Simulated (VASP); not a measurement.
# SnTe (Fm-3m) in VASP: notebook

One crystal, SnTe, is run at these levels: LDA, PBE, PBEsol; tasks: band structure.

All numbers are computed with VASP 6.6.1; they aren't measurements. Logs are shortened: lines on timing, memory, paths and dates and some standing lists are left out, and cuts for length are marked.

**Measured values to compare with.**

From a printed reference work, textbook, for a bulk crystal of SnTe at 300 K: band gap 0.18 eV (direct).

The results are compared with them further down.

**1. The structure**

Symmetry: Fm-3m, No. 225, cubic system. The conventional cell has a = 6.239 Å, b = 6.239 Å, c = 6.239 Å, α = 90.00°, β = 90.00°, γ = 90.00°. Sn (site symmetry m-3m) is surrounded by 6 Te at 3.12 Å. Around Te (site symmetry m-3m) lie 6 Sn at 3.12 Å.

**2. Band structure, LDA**

INCAR

```
SYSTEM = SnTe
PREC = Accurate
ENCUT = 520
EDIFF = 1E-6
ISMEAR = 0
SIGMA = 0.03
LREAL = .FALSE.
LASPH = .TRUE.
NELM = 80
ALGO = Normal
ISIF = 2
LWAVE = .FALSE.
LCHARG = .FALSE.
GGA = CA
NBANDS = 17
ICORELEVEL = 1
```

KPOINTS

```
regular mesh
0
G
  10 10 10
  0 0 0
```

POSCAR

```
SnTe                                    
1.0
    0.0000000000      3.1195685553      3.1195685553
    3.1195685553      0.0000000000      3.1195685553
    3.1195685553      3.1195685553      0.0000000000
  Sn              Te            
     1     1
Direct
     0.0000000000000000    0.0000000000000000    0.0000000000000000
     0.5000000000000000    0.5000000000000000    0.5000000000000000
```

KPOINTS_OPT

```
explicit points
159
Reciprocal
 0.0000000000  0.0000000000  0.0000000000 1
 0.0357142857  0.0000000000  0.0357142857 1
 0.0714285714  0.0000000000  0.0714285714 1
 0.1071428571  0.0000000000  0.1071428571 1
 0.1428571429  0.0000000000  0.1428571429 1
 0.1785714286  0.0000000000  0.1785714286 1
[... 151 lines left out ...]
 0.4250000000  0.0000000000  0.4250000000 1
 0.4500000000  0.0000000000  0.4500000000 1
```

Potentials or basis: VASP PAW LDA potentials, release 64 (Sn_d, Te).

Run with:

```
> cat potpaw_LDA.64/Sn_d/POTCAR potpaw_LDA.64/Te/POTCAR > POTCAR
> mpirun -np 1 vasp_std > vasp.out
```

OUTCAR:

```text
SYSTEM = SnTe
   PREC = Accurate
   ENCUT = 520
   EDIFF = 1E-6
   ISMEAR = 0
   LREAL = .FALSE.
   LASPH = .TRUE.
   NELM = 80
   ISIF = 2
   GGA = CA

 ion  position               nearest neighbor table
   1  0.000  0.000  0.000-   2 3.12   2 3.12   2 3.12   2 3.12   2 3.12   2 3.12
   2  0.500  0.500  0.500-   1 3.12   1 3.12   1 3.12   1 3.12   1 3.12   1 3.12

  LATTYP: Found a face centered cubic cell.
 ALAT       =     6.2391371106

  Lattice vectors:

 A1 = (   0.0000000000,   3.1195685553,   3.1195685553)
 A2 = (   3.1195685553,   0.0000000000,   3.1195685553)
 A3 = (   3.1195685553,   3.1195685553,   0.0000000000)

Analysis of symmetry for initial positions (statically):
=====================================================================
 Subroutine PRICEL returns:
 Original cell was already a primitive cell.

 Routine SETGRP: Setting up the symmetry group for a
 face centered cubic supercell.

 Subroutine GETGRP returns: Found 48 space group operations
 (whereof 48 operations were pure point group operations)
 out of a pool of 48 trial point group operations.

The static configuration has the point symmetry O_h .

Analysis of symmetry for dynamics (positions and initial velocities):
=====================================================================
 Subroutine PRICEL returns:
 Original cell was already a primitive cell.

 Routine SETGRP: Setting up the symmetry group for a
 face centered cubic supercell.

 Subroutine GETGRP returns: Found 48 space group operations
 (whereof 48 operations were pure point group operations)
 out of a pool of 48 trial point group operations.

The dynamic configuration has the point symmetry O_h .

 Subroutine INISYM returns: Found 48 space group operations
 (whereof 48 operations are pure point group operations),
 and found     1 'primitive' translations

----------------------------------------------------------------------------------------

                                     Primitive cell

  volume of cell :      60.7175

  direct lattice vectors                    reciprocal lattice vectors
     0.000000000  3.119568555  3.119568555    -0.160278574  0.160278574  0.160278574
     3.119568555  0.000000000  3.119568555     0.160278574 -0.160278574  0.160278574
     3.119568555  3.119568555  0.000000000     0.160278574  0.160278574 -0.160278574

  length of vectors
     4.411736160  4.411736160  4.411736160     0.277610634  0.277610634  0.277610634

  position of ions in fractional coordinates (direct lattice)
     0.000000000  0.000000000  0.000000000
     0.500000000  0.500000000  0.500000000

  ion indices of the primitive-cell ions
   primitive index   ion index
                 1           1
                 2           2

----------------------------------------------------------------------------------------

 KPOINTS: regular mesh

Automatic generation of k-mesh.
 Grid dimensions read from file:
 generate k-points for:   10   10   10

 Generating k-lattice:

  Cartesian coordinates                     Fractional coordinates (reciprocal lattice)
    -0.016027857  0.016027857  0.016027857     0.100000000  0.000000000  0.000000000
     0.016027857 -0.016027857  0.016027857     0.000000000  0.100000000  0.000000000
     0.016027857  0.016027857 -0.016027857     0.000000000  0.000000000  0.100000000

  Length of vectors
     0.027761063  0.027761063  0.027761063

  Shift w.r.t. Gamma in fractional coordinates (k-lattice)
     0.000000000  0.000000000  0.000000000

 Subroutine IBZKPT returns following result:
 ===========================================

 Found     47 irreducible k-points:

 Following reciprocal coordinates:
            Coordinates               Weight
  0.000000  0.000000  0.000000      1.000000
  0.100000  0.000000  0.000000      8.000000
  0.200000  0.000000  0.000000      8.000000
  0.300000  0.000000  0.000000      8.000000
  0.400000  0.000000  0.000000      8.000000
  0.500000  0.000000  0.000000      4.000000
[... 16 lines left out ...]
  0.300000  0.300000  0.000000      6.000000
  0.400000  0.300000  0.000000     24.000000
 [... further k-points ...]
   k-points           NKPTS =     47   k-points in BZ     NKDIM =     47   number of bands    NBANDS=     17
   number of dos      NEDOS =    301   number of ions     NIONS =      2
   total plane-waves  NPLWV =  46656
   dimension x,y,z NGX =    36 NGY =   36 NGZ =   36
   dimension x,y,z NGXF=    72 NGYF=   72 NGZF=   72
   ions per type =               1   1
   NGX,Y,Z   is equivalent  to a cutoff of  13.57, 13.57, 13.57 a.u.
   NGXF,Y,Z  is equivalent  to a cutoff of  27.13, 27.13, 27.13 a.u.
 SYSTEM =  SnTe
   PREC   = accura    normal or accurate (medium, high low for compatibility)
   ISTART =      0    job   : 0-new  1-cont  2-samecut
   ICHARG =      2    charge: 1-file 2-atom 10-const
   ISPIN  =      1    spin polarized calculation?
   LNONCOLLINEAR =      F non collinear calculations
   LSORBIT =      F    spin-orbit coupling
   LASPH  =      T    aspherical Exc in radial PAW
   ENCUT  =  520.0 eV  38.22 Ry    6.18 a.u.   8.20  8.20  8.20*2*pi/ulx,y,z
   NELM   =     80;   NELMIN=  2; NELMDL= -5     # of ELM steps
   EDIFF  = 0.1E-05   stopping-criterion for ELM
   LREAL  =      F    real-space projection
   EDIFFG = 0.1E-04   stopping-criterion for IOM
   NSW    =      0    number of steps for IOM
   IBRION =     -1    ionic relax: 0-MD 1-quasi-New 2-CG
   NFREE  =      0    steps in history (QN), initial steepest desc. (CG)
   ISIF   =      2    stress and relaxation
   ISYM   =      2    0-nonsym 1-usesym 2-fastsym
   POTIM  = 0.5000    time-step for ionic-motion
   TEBEG  =    0.0;   TEEND  =   0.0 temperature during run
   PSTRESS=    0.0 pullay stress
   NELECT =      20.0000    total number of electrons
   NUPDOWN=      -1.0000    fix difference up-down
   EMIN   =  10.00;   EMAX   =-10.00  energy-range for DOS
   EFERMI =   0.00;   METHOD = LEGACY
   ISMEAR =     0;   SIGMA  =   0.03  broadening in eV -4-tet -1-fermi 0-gaus
   EFERMI_NEDOS =   21; number of points for ismear=-14 and -15
   IALGO  =     38    algorithm
   IMIX   =      4    mixing-type and parameters
     AMIX     =   0.40;   BMIX     =  1.00
     AMIX_MAG =   1.60;   BMIX_MAG =  1.00
  volume/ion in A,a.u.               =      30.36       204.87
  Fermi-wavevector in a.u.,A,eV,Ry     =   1.130612  2.136547 17.392106  1.278284
  Thomas-Fermi vector in A             =   2.267309
   LORBIT       =      0    0 simple, 1 ext, 2 COOP (PROOUT), +10 PAW based schemes
   GGA     = CA    functional components
   LHFCALC =     F    Hartree Fock is set to
   AEXX    =    0.0000 exact exchange contribution
   IVDW    =     0    specifies the selected vdW correction
   LEPSILON=     F    determine dielectric tensor
   LRPA    =     F    only Hartree local field effects (RPA)
 non-spin polarized calculation
 Gauss-broadening in eV      SIGMA  =   0.03
  energy-cutoff  :      520.00
  volume of cell :       60.72
 maximum number of plane-waves:      1660
 NGX is ok and might be reduce to    36
   NGX = 17   NGY = 17   NGZ = 17

 number of electron      19.9999997 magnetization

 Free energy of the ion-electron system (eV)
  ---------------------------------------------------
  ext. energy  EPLUGINS =         0.00000000
  ---------------------------------------------------
  free energy    TOTEN  =        -8.83238865 eV

  energy without entropy =       -8.83238865  energy(sigma->0) =       -8.83238865

 the core state eigenenergies are
   1-  1s -28829.3198  2s  -4348.2745  2p  -3908.6673  3s   -829.8360  3p   -685.5886
       3d   -462.0454  4s   -121.9065  4p    -78.0984
   2-  1s -31424.4348  2s  -4815.0094  2p  -4328.0851  3s   -948.5468  3p   -789.6324
       3d   -547.7828  4s   -151.4977  4p   -102.0462  4d    -29.8614

 E-fermi :   7.1538     XC(G=0):  -9.8706

 val. band max:        7.0508481506   @ k =   0.5000   0.0000   0.0000
 cond. band min:       7.2567058961   @ k =   0.5000   0.0000   0.0000
 fundamental gap:      0.2058577455
 Fermi energy:         7.1537643140

 k-point     1 :       0.0000    0.0000    0.0000
  band No.  band energies     occupation
      1     -14.6872      2.00000
      2     -14.6872      2.00000
      3     -14.6762      2.00000
      4     -14.6762      2.00000
      5     -14.6762      2.00000
      6      -5.9239      2.00000
[... 9 lines left out ...]
     16      11.8440      0.00000
     17      13.8046      0.00000

 k-point     2 :       0.1000    0.0000    0.0000
  band No.  band energies     occupation
      1     -14.6877      2.00000
      2     -14.6877      2.00000
      3     -14.6761      2.00000
      4     -14.6756      2.00000
      5     -14.6756      2.00000
      6      -5.8355      2.00000
[... 9 lines left out ...]
     16      12.0577      0.00000
     17      14.5758      0.00000

 k-point     3 :       0.2000    0.0000    0.0000
  band No.  band energies     occupation
      1     -14.6890      2.00000
      2     -14.6890      2.00000
      3     -14.6756      2.00000
      4     -14.6738      2.00000
      5     -14.6738      2.00000
      6      -5.5791      2.00000
[... 9 lines left out ...]
     16      12.6499      0.00000
     17      16.1564      0.00000

 k-point     4 :       0.3000    0.0000    0.0000
  band No.  band energies     occupation
      1     -14.6910      2.00000
      2     -14.6910      2.00000
      3     -14.6751      2.00000
      4     -14.6713      2.00000
      5     -14.6713      2.00000
      6      -5.1909      2.00000
[... 9 lines left out ...]
     16      13.5810      0.00000
     17      17.9439      0.00000
[... 161 lines left out ...]
 k-point    13 :      -0.3000    0.1000    0.0000
  band No.  band energies     occupation
      1     -14.6923      2.00000
      2     -14.6913      2.00000
      3     -14.6746      2.00000
      4     -14.6708      2.00000
      5     -14.6699      2.00000
      6      -4.9828      2.00000
[... 9 lines left out ...]
     16      15.2744      0.00000
     17      16.8454      0.00000

 k-point    14 :      -0.2000    0.1000    0.0000
  band No.  band energies     occupation
      1     -14.6909      2.00000
      2     -14.6891      2.00000
      3     -14.6754      2.00000
      4     -14.6732      2.00000
      5     -14.6718      2.00000
      6      -5.3893      2.00000
[... 9 lines left out ...]
     16      14.0096      0.00000
     17      15.4440      0.00000

 k-point    15 :      -0.1000    0.1000    0.0000
  band No.  band energies     occupation
      1     -14.6892      2.00000
      2     -14.6877      2.00000
      3     -14.6760      2.00000
      4     -14.6750      2.00000
      5     -14.6740      2.00000

------------------------ aborting loop because EDIFF is reached ----------------------------------------

  FORCE on cell =-STRESS in cart. coord.  units (eV):
  Direction    XX          YY          ZZ          XY          YZ          ZX
  --------------------------------------------------------------------------------------
  -------------------------------------------------------------------------------------
  Total       -0.0201473     -0.0201473     -0.0201473      0.0000000     -0.0000000      0.0000000
  in kB       -0.5316361     -0.5316361     -0.5316361      0.0000000     -0.0000000      0.0000000
  external PRESSURE =      -0.5316361 kB  Pullay stress =       0.0000000 kB

 VOLUME and BASIS-vectors are now :
 -----------------------------------------------------------------------------
  energy-cutoff  :      520.00
  volume of cell :       60.72
      direct lattice vectors                 reciprocal lattice vectors
     0.000000000  3.119568555  3.119568555    -0.160278574  0.160278574  0.160278574
     3.119568555  0.000000000  3.119568555     0.160278574 -0.160278574  0.160278574
     3.119568555  3.119568555  0.000000000     0.160278574  0.160278574 -0.160278574

 POSITION                                       TOTAL-FORCE (eV/Angst)
 -----------------------------------------------------------------------------------
      0.00000      0.00000      0.00000        -0.000000      0.000000     -0.000000
      3.11957      3.11957      3.11957         0.000000      0.000000      0.000000
 -----------------------------------------------------------------------------------
    total drift:                               -0.000000      0.000000      0.000000

  FREE ENERGIE OF THE ION-ELECTRON SYSTEM (eV)
  ---------------------------------------------------
  free  energy   TOTEN  =        -8.8323886494 eV

  energy  without entropy=       -8.8323886484  energy(sigma->0) =       -8.83238865
```

Run time: 51 s. Hardware: 1 thread of Intel Xeon 6975P-C (Granite Rapids), shared host; peak memory 0.22 GiB.

Results:

```yaml
Free_energy: -8.8324 eV
Pressure: -0.1 GPa
Band_gap_on_the_k_mesh: 0.21 eV, direct
Band_gap_along_the_path: 0.07 eV, indirect (least direct gap 0.16 eV)
```

Levels at the corners of the path, in eV from the valence-band top:
```tsv
point	band 7	band 8	band 9	band 10	band 11	band 12	band 13	band 14
Γ	-4.60	-2.14	-2.14	-2.14	3.42	3.42	3.42	4.79
X	-6.51	-5.71	-3.80	-3.80	2.13	5.07	5.07	6.60
X	-6.51	-5.71	-3.80	-3.80	2.13	5.07	5.07	6.60
W	-7.47	-4.94	-4.94	-0.74	0.87	4.67	4.67	6.21
W	-7.47	-4.94	-4.94	-0.74	0.87	4.67	4.67	6.21
K	-7.52	-5.30	-3.29	-2.73	3.12	3.16	4.24	5.72
K	-7.52	-5.30	-3.29	-2.73	3.12	3.16	4.24	5.72
Γ	-4.60	-2.14	-2.14	-2.14	3.42	3.42	3.42	4.79
Γ	-4.60	-2.14	-2.14	-2.14	3.42	3.42	3.42	4.79
L	-8.47	-1.77	-1.77	0.00	0.21	0.36	0.36	7.87
L	-8.47	-1.77	-1.77	0.00	0.21	0.36	0.36	7.87
U	-7.52	-5.30	-3.29	-2.73	3.12	3.16	4.24	5.72
U	-7.52	-5.30	-3.29	-2.73	3.12	3.16	4.24	5.72
W	-7.47	-4.94	-4.94	-0.74	0.87	4.67	4.67	6.21
W	-7.47	-4.94	-4.94	-0.74	0.87	4.67	4.67	6.21
L	-8.47	-1.77	-1.77	0.00	0.21	0.36	0.36	7.87
L	-8.47	-1.77	-1.77	0.00	0.21	0.36	0.36	7.87
K	-7.52	-5.30	-3.29	-2.73	3.12	3.16	4.24	5.72
U	-7.52	-5.30	-3.29	-2.73	3.12	3.16	4.24	5.72
X	-6.51	-5.71	-3.80	-3.80	2.13	5.07	5.07	6.60
```

Core levels (eV, on the scale of the bands):
| atom | levels |
| --- | --- |
| 1 Sn | 1s -28829.3, 2s -4348.3, 2p -3908.7, 3s -829.8, 3p -685.6, 3d -462.0, 4s -121.9, 4p -78.1 |
| 2 Te | 1s -31424.4, 2s -4815.0, 2p -4328.1, 3s -948.5, 3p -789.6, 3d -547.8, 4s -151.5, 4p -102.0, 4d -29.9 |

Caveat: spin-orbit coupling is left out, which moves the levels of the heavy elements; the mesh misses the band edges, which the band path finds closer together.

(Continued in part 2 of 2.)
